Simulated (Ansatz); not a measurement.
**BAs: a strain scan**

Aim: for BAs, strain the cell along the Voigt pattern (1, 0, 0, 0, 0, 0).

Program: Ansatz 0.2.0. Level of theory: DFT r2SCAN, scalar-relativistic, plane waves, PAW. These are calculated values, not measurements.

## Step 1: The structure to begin with

Symmetry: F-43m, No. 216, cubic system. The conventional cell has a = 4.777 Å, b = 4.777 Å, c = 4.777 Å, α = 90.00°, β = 90.00°, γ = 90.00°. Around B (site symmetry -43m) lie 4 As at 2.07 Å. Around As (site symmetry -43m) lie 4 B at 2.07 Å.

Coordinates:

```
B As
1.0
     0.00000    2.38850    2.38850
     2.38850    0.00000    2.38850
     2.38850    2.38850    0.00000
B As
1 1
Direct
  0.00000 0.00000 0.00000
  0.75000 0.75000 0.75000
```

No relaxation comes first: the listed cell is the starting point.

## Step 2: The reference cell

The reference gives a free energy of -5021.3415 eV, pressure 0.61 GPa, largest force 0.000 eV/Å and gap on the mesh 1.37 eV. It was computed beforehand with the settings of the runs below.

## Step 3: Next: a strain scan

The cell is strained by ε times the Voigt pattern (1, 0, 0, 0, 0, 0) (xx, yy, zz, yz, xz, xy; engineering shear), with fractional coordinates fixed (clamped ions). The stress on the pattern is the sum of the stress components weighted by it, tension positive.

## Step 4: ε = -0.0400

Input file input.yaml:

```yaml
crystal:
  lattice:
    - [0.0, 2.3885, 2.3885]
    - [2.29296, 0.0, 2.3885]
    - [2.29296, 2.3885, 0.0]
  atoms:
    - { symbol: B, position: [0.0, 0.0, 0.0] }
    - { symbol: As, position: [0.75, 0.75, 0.75] }
basis:
  ecutwfc: 500
kpoints:
  mp_grid: { grid: [10, 10, 10] }
hamiltonian:
  xc: r2scan
scf:
  occupations: { method: gaussian, width: 0.05 }
output:
  forces: true
  stress: true
  eigenvalues: true
  write_density: true
  write_potential: true
  elf: true
  volumetric_format: npy
```

Launch:

```bash
$ ansatz run input.yaml --threads 1 --pin off --max-ram 2560MiB --backend cpu --events-out ev --progress --plain --runs-dir out
```

## Step 5: Point ε = 0.0300

input.yaml: that of step 4 with these lines changed.

```diff
@@ -3,4 +3,4 @@
     - [0.0, 2.3885, 2.3885]
-    - [2.29296, 0.0, 2.3885]
-    - [2.29296, 2.3885, 0.0]
+    - [2.460155, 0.0, 2.3885]
+    - [2.460155, 2.3885, 0.0]
   atoms:
@@ -20,5 +20 @@
   eigenvalues: true
-  write_density: true
-  write_potential: true
-  elf: true
-  volumetric_format: npy
```

## Step 6: ε = -0.0200

input.yaml: that of step 5 with these lines changed.

```diff
@@ -3,4 +3,4 @@
     - [0.0, 2.3885, 2.3885]
-    - [2.460155, 0.0, 2.3885]
-    - [2.460155, 2.3885, 0.0]
+    - [2.34073, 0.0, 2.3885]
+    - [2.34073, 2.3885, 0.0]
   atoms:
@@ -20 +20,5 @@
   eigenvalues: true
+  write_density: true
+  write_potential: true
+  elf: true
+  volumetric_format: npy
```

## Step 7: At ε = 0.0100

input.yaml: that of step 6 with these lines changed.

```diff
@@ -3,4 +3,4 @@
     - [0.0, 2.3885, 2.3885]
-    - [2.34073, 0.0, 2.3885]
-    - [2.34073, 2.3885, 0.0]
+    - [2.412385, 0.0, 2.3885]
+    - [2.412385, 2.3885, 0.0]
   atoms:
@@ -20,5 +20 @@
   eigenvalues: true
-  write_density: true
-  write_potential: true
-  elf: true
-  volumetric_format: npy
```

## Step 8: At ε = 0.0400

input.yaml: that of step 7 with these lines changed.

```diff
@@ -3,4 +3,4 @@
     - [0.0, 2.3885, 2.3885]
-    - [2.412385, 0.0, 2.3885]
-    - [2.412385, 2.3885, 0.0]
+    - [2.48404, 0.0, 2.3885]
+    - [2.48404, 2.3885, 0.0]
   atoms:
```

## Step 9: At ε = -0.0300

input.yaml: that of step 8 with these lines changed.

```diff
@@ -3,4 +3,4 @@
     - [0.0, 2.3885, 2.3885]
-    - [2.48404, 0.0, 2.3885]
-    - [2.48404, 2.3885, 0.0]
+    - [2.316845, 0.0, 2.3885]
+    - [2.316845, 2.3885, 0.0]
   atoms:
```

## Step 10: At ε = 0.0200

input.yaml: that of step 9 with these lines changed.

```diff
@@ -3,4 +3,4 @@
     - [0.0, 2.3885, 2.3885]
-    - [2.316845, 0.0, 2.3885]
-    - [2.316845, 2.3885, 0.0]
+    - [2.43627, 0.0, 2.3885]
+    - [2.43627, 2.3885, 0.0]
   atoms:
```

## Step 11: At ε = -0.0100

input.yaml: that of step 10 with these lines changed.

```diff
@@ -3,4 +3,4 @@
     - [0.0, 2.3885, 2.3885]
-    - [2.43627, 0.0, 2.3885]
-    - [2.43627, 2.3885, 0.0]
+    - [2.364615, 0.0, 2.3885]
+    - [2.364615, 2.3885, 0.0]
   atoms:
```

## Step 12: ε = 0.0350

input.yaml: that of step 11 with these lines changed.

```diff
@@ -3,4 +3,4 @@
     - [0.0, 2.3885, 2.3885]
-    - [2.364615, 0.0, 2.3885]
-    - [2.364615, 2.3885, 0.0]
+    - [2.4720975, 0.0, 2.3885]
+    - [2.4720975, 2.3885, 0.0]
   atoms:
```

(Steps that only read results are left out.)

Before running it: what results should come out? Wanted: slope of the stress at ε = 0, over ±0.0100.

As calculated:

```
                                  quantity    value
slope of the stress at ε = 0, over ±0.0100  293 GPa
```

From the stress slope, C11 is about 293 GPa with the ions clamped; letting the atoms relax could not make it stiffer. No sampled point lies below the undisturbed cell. Compression costs more than tension: 22.6 against 17.2 meV/atom at the ends. The gap on the mesh stays between 0.67 and 1.37 eV.
